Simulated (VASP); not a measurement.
# BN: convergence, charged layer

BN, sheet, 2 atoms in the cell. LDA; PAW potentials N, B (LDA set). VASP 6.6.1.

Wanted: energies over the neutral cell within 0.003 eV.

In-plane mesh in multiples of three: yes; Starting cell: layer relaxed first with the same functional; Charge step (e per cell): 0.05.

POSCAR of the starting run:
```
BN
1.0
    2.4894083377      0.0000000000      0.0000000000
   -1.2447041689      2.1558908609      0.0000000000
    0.0000000000      0.0000000000     14.0000000000
N B
1 1
Direct
    0.0000000000      0.0000000000      0.5000000000
    0.3333333334      0.6666666666      0.5000000000
```

The series start from vacuum (Å): 14; truncation: LCOARSEN F, default padding; k spacing (1/Å): 0.2; Cutoff ENCUT (eV): 525; PREC: Accurate; ALGO: Normal. Each series keeps the choices made before it, and each single choice may use up half of a tolerance. Times cover all steps of a run.

## Vacuum (Å)

| Vacuum (Å) | Energies over the neutral cell, largest deviation (eV) | Time (s) |
|---|---|---|
| 8 | 0.0003 | 36 |
| 11 | 0.0000 | 55 |
| 14 | 0.0000 | 69 |
| 18 (reference) | 0.0000 | 88 |

## Truncation

| Truncation | Energies over the neutral cell, largest deviation (eV) | Time (s) |
|---|---|---|
| LCOARSEN F, default padding | 0.0000 | 36 |
| LCOARSEN T | 0.0000 | 33 |
| IPAD 1, FACTOR 0.5 | 0.0012 | 32 |

## k spacing (1/Å)

| k spacing (1/Å) | Energies over the neutral cell, largest deviation (eV) | Time (s) |
|---|---|---|
| 0.5 | 0.0051 | 23 |
| 0.3 | 0.0023 | 30 |
| 0.2 | 0.0020 | 36 |
| 0.1 (reference) | 0.0000 | 72 |

## Cutoff ENCUT (eV)

| Cutoff ENCUT (eV) | Energies over the neutral cell, largest deviation (eV) | Time (s) |
|---|---|---|
| 400 | 0.0000 | 35 |
| 460 | 0.0000 | 43 |
| 525 | 0.0001 | 72 |
| 725 (reference) | 0.0000 | 94 |

## PREC

| PREC | Energies over the neutral cell, largest deviation (eV) | Time (s) |
|---|---|---|
| Accurate | 0.0000 | 35 |
| Normal | 0.0000 | 18 |

## ALGO

| ALGO | Energies over the neutral cell, largest deviation (eV) | Time (s) |
|---|---|---|
| Normal | 0.0000 | 18 |
| Fast | 0.0000 | 18 |

## Question

The rows run from the loosest to the tightest (no order: truncation, PREC, ALGO). For each series: choose the loosest value from which every tighter one stays within half of the tolerance; where there is no order, keep the first row unless others stay within half of the tolerance and take at least 30 % less time, and then take the fastest.

## Answer

- vacuum (Å): 8
- truncation: LCOARSEN F, default padding
- k spacing (1/Å): 0.1, the tightest run, since the next looser one is off by more than half of the tolerance (convergence isn't shown beyond it)
- Cutoff ENCUT (eV): 400
- PREC: Normal
- ALGO: Normal

## All choices together

| Input | Energies over the neutral cell, largest deviation (eV) | Time (s) |
|---|---|---|
| uniform background, no truncation (naive) | 0.0444 | 51 |
| chosen settings | 0.0003 | 18 |
| reference settings throughout | 0.0000 | 176 |

The chosen settings stay within the tolerance of the reference run, but the reference itself isn't shown to be converged in: k spacing (1/Å).

Values of the reference run: Energies over the neutral cell: 0.2858, 0.1475, 0 eV over the neutral cell.

## The input

INCAR.step1:
```
SYSTEM = BN
PREC = Normal
ENCUT = 400
EDIFF = 1E-6
ISMEAR = 0
SIGMA = 0.05
LREAL = .False.
LASPH = .True.
ALGO = Normal
NELM = 150
LWAVE = .False.
LCHARG = .False.
GGA = CA
KPAR = 4
KERNEL_TRUNCATION/LTRUNCATE = .True.
KERNEL_TRUNCATION/IDIMENSIONALITY = 2
KERNEL_TRUNCATION/ISURFACE = 3
KERNEL_TRUNCATION/LCOARSEN = .False.
```

INCAR.step2, as INCAR.step1 but for:
```
+ NELECT = 7.95
```

INCAR.step3 changes the same tag again: NELECT = 7.975.

KPOINTS:
```
Automatic mesh
0
Gamma
  30 30 1
  0 0 0
```

POSCAR:
```
BN
1.0
    2.4894083377      0.0000000000      0.0000000000
   -1.2447041689      2.1558908609      0.0000000000
    0.0000000000      0.0000000000      8.0000000000
N B
1 1
Direct
    0.0000000000      0.0000000000      0.5000000000
    0.3333333334      0.6666666666      0.5000000000
```

Commands (each step's output is kept before the next begins):
```
cat potpaw_LDA.64/N/POTCAR potpaw_LDA.64/B/POTCAR > POTCAR
cp INCAR.step1 INCAR
mpirun -np 4 vasp_std > vasp.out
rm WAVECAR CHG
cp INCAR.step2 INCAR
mpirun -np 4 vasp_std > vasp.out
rm WAVECAR CHG
cp INCAR.step3 INCAR
mpirun -np 4 vasp_std > vasp.out
```

Limits: An infinite charged layer has no vacuum level far away: the truncated interaction sets the zero in the layer itself, so the energy per hole falls with the charge and equals the ionisation potential only at small charge.

The chosen input took VASP 6.6.1 18 s on 4 cores (AMD EPYC 7R43 (Zen 3)), a shared host.

## An input that fails: truncation along an axis in the plane

It runs to its end, but against the unchanged starting input it is off by 0.3174 eV in the energies over the neutral cell.

Changes against the starting input:
```
(all steps)
- KERNEL_TRUNCATION/ISURFACE = 3
+ KERNEL_TRUNCATION/ISURFACE = 1
```
